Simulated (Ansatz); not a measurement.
# TiO2 (I4_1/amd): the host for defect calculations

Before any defect goes in: TiO2 (I4_1/amd) at rest, and how it screens a charge.

Method: plane-wave PAW DFT, r2SCAN; relaxation of the host's cell and atoms; PAW set soft_1, in the first sound run; inputs show where later runs differ, in Ansatz 0.2.0.

**Measured values to reproduce.**

For TiO2, anatase (single crystal, quoted from earlier work), “Preparation of hydrogen, fluorine and chlorine doped and co-doped titanium dioxide photocatalysts: a theoretical and experimental approach” (2021, pmc:7952686) quotes earlier work: lattice constant a (a = b, tetragonal cell) 3.782 Å [literature value quoted in the paper's theory part]; lattice constant c (c, tetragonal cell) 9.502 Å [literature value quoted in the paper's theory part].

“Olive Leaves as Biotemplates for Enhanced Solar-Light Harvesting by a Titania-Based Solid” (2020, pmc:7353264) reports for TiO2, anatase, by diffuse reflectance UV-Vis (commercial anatase powder, 20 nm crystallites): band gap (optical gap from modified Kubelka-Munk plot, exponent 1/2 (indirect)) 3.22 eV [commercial anatase powder, 20 nm crystallites; Tauc-type extrapolated optical gap …].

### Step 1. Set-up

Symmetry: I4_1/amd, No. 141, tetragonal system. The conventional cell has a = 3.783 Å, b = 3.783 Å, c = 9.615 Å, α = 90.00°, β = 90.00°, γ = 90.00°. Ti has 6 O at 1.94 to 1.99 Å nearest. Nearest to O lie 3 Ti at 1.94 to 1.99 Å. Farther neighbours and most contacts between anions are not listed.

### Step 2. Host cell relaxation

Lattice and positions are set free, within the symmetry that the program keeps.

cell/input.yaml

```yaml
crystal:
  lattice:
    - [-1.8912698, 1.8912698, 4.8075108]
    - [1.8912698, -1.8912698, 4.8075108]
    - [1.8912698, 1.8912698, -4.8075108]
  atoms:
    - { symbol: Ti, position: [0.0, 0.0, 0.0] }
    - { symbol: Ti, position: [0.75, 0.25, 0.5] }
    - { symbol: O, position: [0.95715212, 0.45715212, 0.5] }
    - { symbol: O, position: [0.20715212, 0.20715212, 0.0] }
    - { symbol: O, position: [0.54284788, 0.04284788, 0.5] }
    - { symbol: O, position: [0.79284788, 0.79284788, 0.0] }
basis:
  ecutwfc: 500
  xc_grid: 2
hamiltonian:
  xc: r2scan
  pseudopotentials: { kind: paw, azcp: { folder: soft_1 } }
kpoints:
  mp_grid: { grid: [10, 10, 10] }
scf:
  occupations: { method: fixed }
  max_iter: 100
relax:
  f_tol: 0.005
  max_steps: 60
  cell: {}
output:
  forces: true
  stress: true
checkpoint:
  write: "../cell.run"
  compress: false
  write_wavefunctions: false
  write_every: 100000
```

Run with:

```sh
$ ansatz run input.yaml --threads 32 --pin off --max-ram 56524MiB --backend cuda --events-out ev --progress --plain --runs-dir out --max-vram 78GiB
```

Numbers of over 12 decimals in the logs are rounded to 6 here.

Log:

```text
[...]
Engine: ansatz 0.2.0, aarch64-unknown-linux-gnu
[...]
Pseudopotential: Ti, paw, valence charge 12, recommended cutoff 500 eV (meta_gga), soft_1/Ti.paw.azcp
Pseudopotential: O, paw, valence charge 6, recommended cutoff 500 eV (meta_gga), soft_1/O.paw.azcp
Functional definition: r2SCAN
[...]
Crystal: 6 atoms, lattice volume = 68.784 Å³
Basis set: ecut = 500 eV, 1701 PW (Γ), FFT grids on a1+a3, a2+a3, a3, exchange–correlation on 60×60×90 points (8 copies of the dense FFT grid, shifted against one another)
Bands: 30, of which v1, the nominal top of the filled ones, is band 24 counted from 1 (23 counted from 0)
[...]
Space group: I41/amd (ITA 141), of the structure as read, at distance tolerance 4.1e-5 Å
k-points: 102 of 1000
[...]
Functional: x = r2scan, c = r2scan; τ floored in thin density (d = 2e-4 eV/Å³)
[...]
SCF 4 converged in 5 iterations: F = -7292.659339 eV  dr2 = 4.15e-12
relax step   4: F+E_penalty+E_count = -7292.65933929 eV  Δ(F+E_penalty+E_count) = +2.852e-4 eV  max|allowed force component| = 1.572e-3 eV/Å  Δτ_max = 0.0000 Å  P = +0.011 GPa  Ω = 68.434 Å³  stress o [...]
basis re-selected at this cell: Δ(F+E_penalty+E_count) = +2.852e-4 eV, ΔP = +0.002 GPa vs the last step (what re-selecting the basis moved, of the pressure what is left beyond the Pulay correction tha [...]
SCF converged after 5 iterations
Free energy (F): -7292.659339 eV
[...]
Fermi energy:    6.819322 eV
--- Per-component energies (eV) ---
[...]
--- Forces (eV/Å), atoms counted from 1 ---
[...]
--- Stress (GPa, compression-positive) ---
        0.037964       0.000000      -0.000000
        0.000000       0.037964      -0.000000
        0.000000       0.000000      -0.042601
  P = ⅓ Tr σ = 0.0111 GPa (0.111 kbar)
--- Band table (eV; the first three rows and the last of 102) ---
[...]
--- Relaxed structure (3 steps of the walk, 3 accepted, 1 SCFs on fresh bases) ---
[...]
```

Run time: 5.2 s. Hardware: 1 × NVIDIA GB200 with 32 threads of Arm Neoverse V2, shared host; peak memory 1 GiB; 17 s of CPU time.

Step by step:

| step | energy less that of the first step (eV) | largest force component (eV/Å) | pressure (GPa) | volume (Å³) |
| --- | --- | --- | --- | --- |
| 1 | 0.0000 | 0.0405 | -1.14 | 68.78 |
| 2 | -0.0014 | 0.0149 | -0.33 | 68.54 |
| 3 | -0.0016 | 0.0016 | 0.01 | 68.43 |
| 4* | -0.0013 | 0.0016 | 0.01 | 68.43 |

Relaxation steps marked * repeat the geometry before them on a plane-wave basis chosen anew for their cell, so energy and pressure can jump there.

| conventional cell, symmetrised | before | after | change |
| --- | --- | --- | --- |
| a (Å) | 3.783 | 3.777 | -0.1 % |
| b (Å) | 3.783 | 3.777 | -0.1 % |
| c (Å) | 9.615 | 9.593 | -0.2 % |
| volume (Å³/atom) | 11.46 | 11.41 | -0.5 % |

The relaxed structure:

```xyz
6
Lattice="-1.8886 1.8886 4.7965 1.8886 -1.8886 4.7965 1.8886 1.8886 -4.7965" Properties=species:S:1:pos:R:3 pbc="T T T"
Ti    0.0000    0.0000    0.0000
Ti    0.0000    1.8886    2.3983
O     0.0000    1.8886    4.3856
O     0.0000    0.0000    1.9873
O     0.0000    1.8886    0.4110
O     0.0000    0.0000    7.6058
```

This step gave:

* pressure: 0.01111 GPa

The relaxation ends with a largest force component of 0.0016 eV/Å and a pressure of 0.01 GPa.

### Step 3. Dielectric tensors of the host

The response to a uniform electric field gives the electronic dielectric tensor.

This step: plane-wave PAW DFPT, PBEsol; dielectric tensors, Born charges and zone-centre modes of the host; PAW set soft_1 (Ansatz 0.2.0).

eps/input.yaml

```yaml
crystal:
  lattice:
    - [-1.8886139071, 1.8886139071, 4.7965469208]
    - [1.8886139071, -1.8886139071, 4.7965469208]
    - [1.8886139071, 1.8886139071, -4.7965469208]
  atoms:
    - { symbol: Ti, position: [0.0, 0.0, 0.0] }
    - { symbol: Ti, position: [0.75, 0.25, 0.5] }
    - { symbol: O, position: [0.9571603797, 0.4571603797, 0.5] }
    - { symbol: O, position: [0.2071603797, 0.2071603797, 0.0] }
    - { symbol: O, position: [0.5428396203, 0.0428396203, 0.5] }
    - { symbol: O, position: [0.7928396203, 0.7928396203, 0.0] }
basis:
  ecutwfc: 420
hamiltonian:
  xc: pbesol
  pseudopotentials: { kind: paw, azcp: { folder: soft_1 }, xc_functional: pbe }
kpoints:
  mp_grid: { grid: [9, 9, 9] }
scf:
  occupations: { method: fixed }
  max_iter: 100
phonons:
  method: dfpt
  dielectric: true
  rigid_motions: translations
```

Log:

```text
[...]
Crystal: 6 atoms, lattice volume = 68.434 Å³
Basis set: ecut = 420 eV, 1317 PW (Γ), exchange–correlation on 80×80×80 points (8 copies of the dense FFT grid, shifted against one another)
Bands: 30, of which v1, the nominal top of the filled ones, is band 24 counted from 1 (23 counted from 0)
[...]
k-points: 365 of 729 (irreducible under 1 space group operation, time reversal used)
[...]
SCF iter   1: F=—  HF=-7200.070294 eV  |F-HF|=—  |Δ(HF+E_count)|=         —  Δρ=5.36e-2  dr2=2.13e0  ethr=3.10e-3  ⟨swp⟩=4.1  Hψ=35877  notcnv=0  defer=763
[...]
SCF iter   2: F=—  HF=-7199.817006 eV  |F-HF|=—  |Δ(HF+E_count)|=   2.53e-1  Δρ=4.31e-2  dr2=8.65e-1  ethr=3.10e-3  ⟨swp⟩=2.0  Hψ=20944  notcnv=0  defer=734
[...]
SCF iter  10: F=-7199.750091 eV  HF=-7199.750091 eV  |F-HF|=9.09e-12  |Δ(HF+E_count)|=   1.81e-9  Δρ=3.41e-7  dr2=4.62e-11  ethr=1.00e-12  ⟨swp⟩=10.4  Hψ=71048  notcnv=0
SCF 1 converged in 10 iterations: F = -7199.750091 eV  dr2 = 4.62e-11
[...]
SCF 1 converged in 4 iterations: F = -7199.733379 eV  dr2 = 5.93e-8
[...]
SCF converged after 10 iterations
[...]
--- Phonons (Γ-DFPT): 5 representative perturbations + reference (Σ response iterations 29) ---
  k mesh reduced under 1 symmetry operation, with k and −k counted as one. Each operation leaves every solved perturbation unchanged. A smaller set is not considered because the run solves the response to a homogeneous field
  ASR residual: 1.648e-4 → 0.000e0 eV/Å²; symmetrization residual: 3.228e-10 eV/Å²
  ASR residual per site (eV/Å²): 1.65e-4 1.65e-4 1.27e-4 1.27e-4 1.27e-4 1.27e-4
  Γ frequencies (cm⁻¹): 0.00 0.00 0.00 127.71 127.71 172.10 172.10 223.19 223.19 321.15 368.24 408.82 408.82 484.96 506.99 532.79 610.92 610.92
  ε∞ (high-frequency dielectric tensor):
        6.863646     0.000000    -0.000000
        0.000000     6.863646    -0.000000
       -0.000000    -0.000000     6.300011
  ε⁰ (static dielectric tensor: ions relaxed, cell fixed):
       65.678789     0.000000    -0.000000
        0.000000    65.678789    -0.000000
       -0.000000    -0.000000    30.221433
  ε⁰ − ε∞ (ionic part):
       58.815143     0.000000    -0.000000
        0.000000    58.815143    -0.000000
       -0.000000    -0.000000    23.921423
  softest optical mode at Γ: 127.71 cm⁻¹; the repairs (sum rule, projections) moved no ω² at Γ by more than (1.47 cm⁻¹)²
  Born effective charges Z* (e; rows j = field, columns β = displacement):
    site 0:
         6.54303    0.00000    0.00000
         0.00000    6.54303    0.00000
         0.00000   -0.00000    5.73606
    site 1:
         6.54303   -0.00000   -0.00000
        -0.00000    6.54303    0.00000
         0.00000    0.00000    5.73606
    site 2:
        -5.43404   -0.00000   -0.00000
         0.00000   -1.10899   -0.00000
         0.00000    0.00000   -2.86803
    site 3:
        -1.10899    0.00000   -0.00000
         0.00000   -5.43404   -0.00000
        -0.00000    0.00000   -2.86803
    site 4:
        -1.10899    0.00000    0.00000
         0.00000   -5.43404   -0.00000
        -0.00000   -0.00000   -2.86803
    site 5:
        -5.43404   -0.00000   -0.00000
         0.00000   -1.10899    0.00000
         0.00000   -0.00000   -2.86803
  Z* charge neutrality: 5.664e-3 e pre-enforcement
  solved inside a basis spanned on kpoints, on 10×10×10 k-points, its susceptibility summed on 10×10×14: ε∞ is read to err by 2.2e-2, Z* by 2.4e-2 e (field_mesh: kpoints solves on kpoints); Z* is corrected for what the basis lacks
  optical modes at Γ without the LO–TO term, one row a degenerate level:
      ω (cm⁻¹)  modes    IR ((D/Å)²/amu)
        127.71      2             0.0000
        172.10      2             0.0000
        223.19      2           157.4636
        321.15      1            79.1621
        368.24      1             0.0000
        408.82      2           102.4900
        484.96      1             0.0000
        506.99      1             0.0000
        532.79      1             0.0000
        610.92      2             0.0000
  optical modes at Γ + LO–TO along q̂ = [1.0000, 0.0000, 0.0000]:
      ω (cm⁻¹)  modes    IR ((D/Å)²/amu)
        127.71      2             0.0000
        172.10      2             0.0000
        223.19      1            78.7318
[...]
optical modes at Γ + LO–TO along q̂ = [0.0000, 1.0000, 0.0000]:
      ω (cm⁻¹)  modes    IR ((D/Å)²/amu)
[...]
610.92      2             0.0000
        831.88      1           128.6800
  optical modes at Γ + LO–TO along q̂ = [0.0000, 0.0000, 1.0000]:
      ω (cm⁻¹)  modes    IR ((D/Å)²/amu)
        127.71      2             0.0000
        172.10      2             0.0000
        223.19      2           157.4636
        368.24      1             0.0000
        408.82      2           102.4900
        484.96      1             0.0000
        506.99      1             0.0000
        532.79      1             0.0000
        610.92      2             0.0000
        703.39      1            79.1621
[...]
```

The job ended after 22 s (1 × NVIDIA GB200 with 32 threads; peak memory 3.6 GiB; 3.4 min of CPU time).

In the SCF lines HF is the Harris–Foulkes energy and dr2 the Hartree energy of the density residual, in eV; the loop may stop once dr2 is under the threshold and the program's other checks hold. Hψ counts applications of the Hamiltonian.

Electronic dielectric tensor:

```
6.86 0.00 0.00
0.00 6.86 0.00
0.00 0.00 6.30
```

Static dielectric tensor:

```
65.68  0.00  0.00
 0.00 65.68  0.00
 0.00  0.00 30.22
```

The principal values of the electronic dielectric tensor are 6.30, 6.86 and 6.86. The principal values of the static dielectric tensor are 30.22, 65.68 and 65.68.

### Step 4. Primitive cell on a dense mesh

A dense mesh gives the host's converged energy, against which the supercell's sampling is tested.

This step: plane-wave PAW DFT, r2SCAN; single point of the host's primitive cell on a dense mesh; PAW set soft_1 (Ansatz 0.2.0).

dense/input.yaml

```yaml
crystal:
  lattice:
    - [-1.8886139071, 1.8886139071, 4.7965469208]
    - [1.8886139071, -1.8886139071, 4.7965469208]
    - [1.8886139071, 1.8886139071, -4.7965469208]
  atoms:
    - { symbol: Ti, position: [0.0, 0.0, 0.0] }
    - { symbol: Ti, position: [0.75, 0.25, 0.5] }
    - { symbol: O, position: [0.9571603797, 0.4571603797, 0.5] }
    - { symbol: O, position: [0.2071603797, 0.2071603797, 0.0] }
    - { symbol: O, position: [0.5428396203, 0.0428396203, 0.5] }
    - { symbol: O, position: [0.7928396203, 0.7928396203, 0.0] }
basis:
  ecutwfc: 500
  xc_grid: 2
hamiltonian:
  xc: r2scan
  pseudopotentials: { kind: paw, azcp: { folder: soft_1 } }
kpoints:
  mp_grid: { grid: [10, 10, 10] }
scf:
  occupations: { method: fermi_dirac, width: 0.01 }
  max_iter: 80
```

Log:

```text
[...]
Crystal: 6 atoms, lattice volume = 68.434 Å³
Basis set: ecut = 500 eV, 1693 PW (Γ), FFT grids on a1+a3, a2+a3, a3, exchange–correlation on 60×60×90 points (8 copies of the dense FFT grid, shifted against one another)
Bands: 30, of which v1, the nominal top of the filled ones, is band 24 counted from 1 (23 counted from 0)
[...]
k-points: 102 of 1000
[...]
SCF iter   2: F=—  HF=-7293.200930 eV  |F-HF|=—  |Δ(HF+E_count)|=   3.98e-1  Δρ=8.60e-2  dr2=4.23e0  dr2_τ=5.18e-1  ethr=3.10e-3  ⟨swp⟩=3.1  Hψ=6585  notcnv=0  defer=204
[...]
automatic band count: iteration 4 solves 28 bands in place of 30: the levels show a gap, and the empty bands left out lie too high to hold charge; the band table lists the bands solved (type scf.n_ext [...]
[...]
SCF iter   7: F=—  HF=-7292.659340 eV  |F-HF|=—  |Δ(HF+E_count)|=   1.65e-4  Δρ=6.51e-5  dr2=2.07e-6  dr2_τ=1.41e-7  ethr=8.46e-8  ⟨swp⟩=2.0  Hψ=3831  notcnv=0
SCF iter   8: F=-7292.659339 eV  HF=-7292.659339 eV  |F-HF|=4.11e-9  |Δ(HF+E_count)|=   2.54e-7  Δρ=6.29e-6  dr2=1.33e-8  dr2_τ=2.66e-9  ethr=2.08e-10  ⟨swp⟩=1.1  Hψ=9158  notcnv=0
SCF 1 converged in 8 iterations: F = -7292.659339 eV  dr2 = 1.33e-8
[...]
SCF converged after 8 iterations
Free energy (F): -7292.659339 eV
[...]
Fermi energy:    8.101250 eV
[...]
```

Run time: 1.7 s. Hardware: 1 × NVIDIA GB200 with 32 threads; peak memory 1 GiB.

### Step 5. Self-consistent run

This step: plane-wave PAW DFT, r2SCAN; single point of the defect-free supercell, a test of its k-points; PAW set soft_1 (Ansatz 0.2.0).

System of this step: TiO2 (I4_1/amd). The cell holds 96 atoms: 32 Ti and 64 O. Its edges and angles: a = 10.684 Å, b = 10.684 Å, c = 9.593 Å, α = 90.0°, β = 90.0°, γ = 90.0°.

pristine.sampling/input.yaml

```yaml
crystal:
  lattice:
    - [7.5544556283, 7.5544556283, 0.0]
    - [-7.5544556283, 7.5544556283, 0.0]
    - [0.0, 0.0, 9.5930938415]
  atoms:
    - { symbol: Ti, position: [0.0, 0.0, 0.0] }
    - { symbol: Ti, position: [0.0, 0.25, 0.5] }
    - { symbol: Ti, position: [0.25, 0.0, 0.5] }
    - { symbol: Ti, position: [0.25, 0.25, 0.0] }
    - { symbol: Ti, position: [0.125, 0.125, 0.25] }
    - { symbol: Ti, position: [0.125, 0.375, 0.75] }
    - { symbol: Ti, position: [0.375, 0.125, 0.75] }
    - { symbol: Ti, position: [0.375, 0.375, 0.25] }
    - { symbol: O, position: [0.125, 0.125, 0.4571603797] }
    - { symbol: O, position: [0.125, 0.375, 0.9571603797] }
    - { symbol: O, position: [0.375, 0.125, 0.9571603797] }
    - { symbol: O, position: [0.375, 0.375, 0.4571603797] }
    - { symbol: O, position: [0.0, 0.0, 0.2071603797] }
    - { symbol: O, position: [0.0, 0.25, 0.7071603797] }
    - { symbol: O, position: [0.25, 0.0, 0.7071603797] }
    - { symbol: O, position: [0.25, 0.25, 0.2071603797] }
    - { symbol: O, position: [0.125, 0.125, 0.0428396203] }
    - { symbol: O, position: [0.125, 0.375, 0.5428396203] }
    - { symbol: O, position: [0.375, 0.125, 0.5428396203] }
    - { symbol: O, position: [0.375, 0.375, 0.0428396203] }
    - { symbol: O, position: [0.0, 0.0, 0.7928396203] }
    - { symbol: O, position: [0.0, 0.25, 0.2928396203] }
    - { symbol: O, position: [0.25, 0.0, 0.2928396203] }
    - { symbol: O, position: [0.25, 0.25, 0.7928396203] }
    - { symbol: Ti, position: [0.0, 0.5, 0.0] }
    - { symbol: Ti, position: [0.0, 0.75, 0.5] }
    - { symbol: Ti, position: [0.25, 0.5, 0.5] }
    - { symbol: Ti, position: [0.25, 0.75, 0.0] }
    - { symbol: Ti, position: [0.125, 0.625, 0.25] }
    - { symbol: Ti, position: [0.125, 0.875, 0.75] }
[... 60 atom lines left out ...]
    - { symbol: O, position: [0.875, 0.625, 0.5428396203] }
    - { symbol: O, position: [0.875, 0.875, 0.0428396203] }
    - { symbol: O, position: [0.5, 0.5, 0.7928396203] }
    - { symbol: O, position: [0.5, 0.75, 0.2928396203] }
    - { symbol: O, position: [0.75, 0.5, 0.2928396203] }
    - { symbol: O, position: [0.75, 0.75, 0.7928396203] }
basis:
  ecutwfc: 500
  xc_grid: 2
hamiltonian:
  xc: r2scan
  pseudopotentials: { kind: paw, azcp: { folder: soft_1 } }
kpoints:
  mp_grid: { grid: [1, 1, 1], shift: [0.25, 0.25, 0.25] }
scf:
  occupations: { method: fermi_dirac, width: 0.01 }
  max_iter: 80
```

Log:

```text
[...]
Crystal: 96 atoms, lattice volume = 1094.952 Å³
Basis set: ecut = 500 eV, 27819 PW (Γ), exchange–correlation on 160×160×144 points (8 copies of the dense FFT grid, shifted against one another)
Bands: 480, of which v1, the nominal top of the filled ones, is band 384 counted from 1 (383 counted from 0)
[...]
k-points: 1
[...]
SCF iter   2: F=—  HF=-116681.610613 eV  |F-HF|=—  |Δ(HF+E_count)|=    3.26e0  Δρ=4.12e-2  dr2=1.44e1  dr2_τ=2.74e0  ethr=3.10e-3  ⟨swp⟩=2.0  Hψ=812  notcnv=0  defer=92
[...]
SCF iter   8: F=—  HF=-116682.550105 eV  |F-HF|=—  |Δ(HF+E_count)|=   4.80e-3  Δρ=4.41e-5  dr2=1.64e-5  dr2_τ=1.75e-6  ethr=8.46e-8  ⟨swp⟩=2.0  Hψ=647  notcnv=0  defer=53
SCF iter   9: F=-116682.550112 eV  HF=-116682.550112 eV  |F-HF|=3.57e-7  |Δ(HF+E_count)|=   7.00e-6  Δρ=6.58e-6  dr2=4.51e-7  dr2_τ=1.99e-8  ethr=1.30e-10  ⟨swp⟩=2.0  Hψ=1127  notcnv=0
SCF 1 converged in 9 iterations: F = -116682.550112 eV  dr2 = 4.51e-7
[...]
SCF converged after 9 iterations
Free energy (F): -116682.550112 eV
[...]
Fermi energy:    8.218737 eV
[...]
```

Wall time 2.2 s (1 × NVIDIA GB200 with 32 threads); peak memory 1.5 GiB; 3.9 s of CPU time.

This step gave:

```yaml
energy_over_dense_mesh: -7.12e-6 eV/atom
```

(Part 1 of 2 ends here.)

[Logs are printed without paths, hosts, clocks, repeated set-up lines and the standing remarks that a program may print on its own settings, such as how far it seeks lower states.]

[Hosts, paths, dates, database ids (printed as entryN), source tags and the programs' standing remarks are cut or masked in the printed files.]

[Runs of the host that timed out are not shown.]

[For some hosts the program warned that the k-mesh of the response run may be too coarse for force constants and the static dielectric constant; such warnings are not always shown.]
